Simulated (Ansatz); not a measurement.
# Ionic part of the dielectric constant of AlAs at 25 GPa, mode by mode

Level of theory: DFT LDA, scalar-relativistic, plane waves, PAW (Ansatz 0.2.0). Settings: 420 eV plane-wave cutoff, Γ-centred 10×10×10 mesh, fixed occupations. No spin polarisation. Phonons by linear response, acoustic sum rule imposed.

Symmetry: F-43m, No. 216, cubic system. Conventional cell: a = 5.244 Å, b = 5.244 Å, c = 5.244 Å, α = 90.00°, β = 90.00°, γ = 90.00°. Around Al (site symmetry -43m) lie 4 As at 2.27 Å. Around As (site symmetry -43m) lie 4 Al at 2.27 Å.

Other phases may be more stable at this pressure. The bands were filled as in an insulator; under compression the gap may have closed between mesh points.

The primitive cell has V = 36.05 Å³ and ε∞,xx = 8.848. Each polar mode adds Δε = (4.92064×10⁷/V)·S/ν² along x, with S its oscillator strength in e²/amu, ν in cm⁻¹ and V in Å³.

Task: From these modes, find each Δε and ε0,xx.
| ν (cm⁻¹) | S_xx (e²/amu) |
| --- | --- |
| 456.4 | 0.2051 |

Result:
```tsv
ν (cm⁻¹)	Δε
456.4	1.34
```

The sum is 1.344, so ε0,xx = 10.19; the run's tensor has 10.19.

Task: Where do the longitudinal modes lie for a wave vector along x?

Result: At 490 cm⁻¹. The Lyddane–Sachs–Teller product Π(ν_LO/ν_TO)² = 1.15 matches ε0/ε∞ = 1.15.

Cost: 1 run of about 1.4 core-minutes, on Intel Xeon Processor @ 2.70GHz (shared hosts).

The static dielectric response of AlAs here is mainly electronic: the lattice adds only 1.34 to an ε∞ of 8.848. This is typical of a largely covalent, tetrahedrally bonded semiconductor. The valence electrons are readily polarised, whereas the modest electronegativity difference gives the polar mode only moderate oscillator strength, and stiff bonds together with the light Al atom keep its frequency high. Because the ionic term falls with the square of that frequency, a stiff lattice contributes little.

The longitudinal mode lies at 490 cm⁻¹, above the transverse mode at 456.4 cm⁻¹, because the macroscopic field of the longitudinal displacement adds a restoring force, which the electrons screen. LDA probably overestimates this screening, as it usually does in semiconductors, which would make the splitting somewhat too small while leaving the transverse frequency unaffected. The Lyddane–Sachs–Teller agreement confirms internal consistency, not the accuracy of either dielectric constant. With a single volume computed, the separate effects of compression on bond stiffness, effective charge and electronic screening remain undetermined.
